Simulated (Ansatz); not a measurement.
Input and command of a calculation in Ansatz (plane waves; scalar-relativistic PAW potentials unless the input names others):

```yaml
crystal:
  lattice:
    - [-2.8025, 2.8025, 2.8025]
    - [2.8025, -2.8025, 2.8025]
    - [2.8025, 2.8025, -2.8025]
  atoms:
    - { symbol: Rb, position: [0.0, 0.0, 0.0] }
basis:
  ecutwfc: "300 eV"
kpoints:
  mp_grid: { grid: [10, 10, 10] }
hamiltonian:
  xc: pbe
scf:
  occupations: { method: gaussian, width: 0.1 }
output:
  forces: true
  eigenvalues: true
  stress: true
```

```bash
ansatz run input.yaml --threads 1 --pin off --max-ram 2560MiB --backend cpu --events-out ev --progress --plain --runs-dir out
```

Abridged log:
```
Warning: basis.ecutwfc = 300 eV is below the records' recommended 420 eV, and the density's cutoff is lower with it unless basis.ecutrho_ratio is high enough to keep the records' density cutoff: compare with a run at a higher cutoff
Basis set: ecut = 300 eV, 1055 PW (Γ), exchange–correlation on 60×60×60 points (8 copies of the dense FFT grid, shifted against one another)
Bands: 9, of which v1, the nominal top of the filled ones, is band 5 counted from 1 (4 counted from 0)
Symmetry: 48 space group operations
k-points: 47 of 1000
SCF iter   1: F=—  HF=-3267.347266 eV  |F-HF|=—  |Δ(HF+E_count)|=         —  Δρ=1.61e-4  dr2=1.34e-5  ethr=1.77e-3  ⟨swp⟩=6.0  Hψ=3062  notcnv=0
SCF iter   2: F=—  HF=-3267.347834 eV  |F-HF|=—  |Δ(HF+E_count)|=   5.68e-4  Δρ=7.64e-5  dr2=2.62e-6  ethr=1.49e-7  ⟨swp⟩=3.1  Hψ=1191  notcnv=0
SCF iter   3: F=—  HF=-3267.347835 eV  |F-HF|=—  |Δ(HF+E_count)|=   1.14e-6  Δρ=2.36e-5  dr2=2.99e-7  ethr=2.91e-8  ⟨swp⟩=2.4  Hψ=625  notcnv=0
SCF iter   4: F=-3267.347837 eV  HF=-3267.347837 eV  |F-HF|=5.96e-8  |Δ(HF+E_count)|=   1.27e-6  Δρ=5.51e-6  dr2=2.80e-8  ethr=3.33e-9  ⟨swp⟩=2.4  Hψ=625  notcnv=0
SCF iter   5: F=-3267.347837 eV  HF=-3267.347837 eV  |F-HF|=3.21e-9  |Δ(HF+E_count)|=   6.20e-8  Δρ=1.63e-6  dr2=4.97e-9  ethr=3.12e-10  ⟨swp⟩=2.3  Hψ=545  notcnv=0
SCF iter   6: F=-3267.347837 eV  HF=-3267.347837 eV  |F-HF|=1.31e-10  |Δ(HF+E_count)|=   3.68e-9  Δρ=8.04e-7  dr2=1.33e-9  ethr=5.52e-11  ⟨swp⟩=2.7  Hψ=1615  notcnv=0
SCF 1 converged in 6 iterations: F = -3267.347837 eV  dr2 = 1.33e-9
SCF converged after 6 iterations
Free energy (F): -3267.347837 eV
Harris-Foulkes:  -3267.347837 eV  (|F-HF|=1.31e-10)
Internal energy: -3267.341611 eV  (E = F + TS)
E sigma→0 (E₀):  -3267.344724 eV
Entropy (-TS):   -0.006225 eV (-6.225 meV/atom)
Fermi energy:    2.087138 eV
--- Forces (eV/Å), atoms counted from 1 ---
  atom   1  Rb     0.00000000     0.00000000     0.00000000
--- Stress (GPa, compression-positive) ---
        0.108409       0.000000       0.000000
        0.000000       0.108409       0.000000
        0.000000       0.000000       0.108409
  P = ⅓ Tr σ = 0.1084 GPa (1.084 kbar)
```

Apart from outputs and empty bands, the input differs from a reference run on usual settings in basis.ecutwfc: 420 → "300 eV". The reference, at the same geometry (not necessarily relaxed), gave pressure 0.11 GPa, largest force 0.000 eV/Å, no gap on the mesh. This run converged in 6 SCF iterations (reference: 6) with an energy at zero smearing 0.33 meV/atom above the reference's, pressure 0.11 GPa, largest force 0.000 eV/Å, no gap on the mesh. Its cutoff is looser than usual, yet energy, pressure and forces hardly moved.

The run took 0.81 s on 1 thread of Intel(R) Xeon(R) Platinum 8488C (Sapphire Rapids) (shared host), peak memory 0.31 GiB.